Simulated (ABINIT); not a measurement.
Crystal: I.

```
I
1.0
     0.00000    2.36560    3.90984
     2.19225    0.00000    3.90984
     2.19225    2.36560    0.00000
I
1
Direct
  0.00000 0.00000 0.00000
```

Base run:

```yaml
Program: ABINIT 10.8.3 (patched build)
Functional: PW91
Potentials_or_basis: JTH PAW PBE v2.0
Cutoff: 408 eV
k_mesh: 9 × 9 × 9
Occupations: fermi-dirac, width 0.05 eV
Spin: no spin polarisation
```

Its results: band gap on the k mesh none (metal or under the smearing width); pressure 0.4 GPa.

The run is repeated on the same cell with these changes: functional from PW91 to PBEsol; potentials or basis from JTH PAW PBE v2.0 to PseudoDojo NC SR PBEsol v0.4.1 standard; cutoff from 408 eV to 952 eV. What comes out?

Band gap on the k mesh none (metal or under the smearing width); pressure -1.4 GPa.

Caveats: spin-orbit coupling is left out, which moves the levels of the heavy elements; an odd number of electrons without spin polarisation forces a metal; a magnetic or distorted state may lie lower; the PAW data sets were made with another functional, which shifts forces and pressure a little (some runs).
